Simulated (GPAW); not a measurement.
Runs of GPAW 26.7.0 on Ge. The structure is cubic, space group Fd-3m (No. 227). The conventional cell has a = 5.658 Å, b = 5.658 Å, c = 5.658 Å, α = 90.00°, β = 90.00°, γ = 90.00°. Ge (site symmetry -43m) has 4 Ge at 2.45 Å as nearest neighbours. 

```tsv
task	level	potentials or basis	spin	k mesh	cutoff (eV)	maxiter	band path	band points	spin axis theta (degrees)	spin axis phi (degrees)	mesh quality	gap on the mesh (eV)	pressure (GPa)	V0 of scaled cells (Å³/atom)	B0 (GPa)
band structure	rSCAN	GPAW PAW data sets (gpaw-data 1.2.1), pw	SOC, no magnetisation	8 × 8 × 8	600	150	GXWKGLUWLK,UX	80	54.7	45	not flagged	0.34	0.7	-	-
band structure	WC	PAW data sets generated in the run's folder for this functional, pw	SOC, no magnetisation	8 × 8 × 8	600	150	GXWKGLUWLK,UX	80	90	0	not flagged	-	(a)	-	-
band structure	MS2	GPAW PAW data sets (gpaw-data 1.2.1), pw	SOC, no magnetisation	8 × 8 × 8	600	150	GXWKGLUWLK,UX	60	54.7	45	not flagged	0.40	0.6	-	-
single point	HSE06	GPAW PAW data sets (gpaw-data 1.2.1), pw	off	4 × 4 × 4	450	60	-	-	-	-	coarse	0.83	-	-	-
single point	PBE0	GPAW PAW data sets (gpaw-data 1.2.1), pw	off	4 × 4 × 4	450	60	-	-	-	-	coarse	1.53	-	-	-
band structure	TASK	GPAW PAW data sets (gpaw-data 1.2.1), pw	SOC, no magnetisation	8 × 8 × 8	600	150	GXWKGLUWLK,UX	100	0	0	not flagged	(c)	3.6	-	-
equation of state	PBEsol+D3(BJ)	PAW data sets generated in the run's folder for this functional, pw	off	8 × 8 × 8	600	150	-	-	-	-	not flagged	-	-	22.36	72
equation of state	vdW-DF-cx	GPAW PAW data sets (gpaw-data 1.2.1), pw	off	8 × 8 × 8	600	150	-	-	-	-	not flagged	-	-	23.29	(b)
band structure	SOGGA	PAW data sets generated in the run's folder for this functional, pw	SOC, no magnetisation	8 × 8 × 8	600	150	GXWKGLUWLK,UX	80	0	0	not flagged	-	(d)	-	-
```

Alike in all rows: cell as given; smearing fermi-dirac 0.05 eV.

Q: Estimate the missing entries.

A: (a) 1.0; (b) 64; (c) 0.73; (d) 0.8.

Caveats: some runs use coarse meshes; the PAW data sets were made with another functional, which shifts forces and pressure a little (some runs); spin-orbit coupling was added after a scalar SCF, so levels and gaps hold it while energy, forces, pressure and moments don't (some runs); this program's spin-orbit splittings come out too wide for heavy elements (some runs); this crystal is a semiconductor, whose small gap the functional closes, so the metal is an error of the method (some runs); exact exchange converges slowly with the k mesh, and this mesh is small (some runs).

A k mesh can miss the band edges, and rows without SOC leave out spin-orbit coupling on Ge.

Runs at the PBE level aren't shown here.
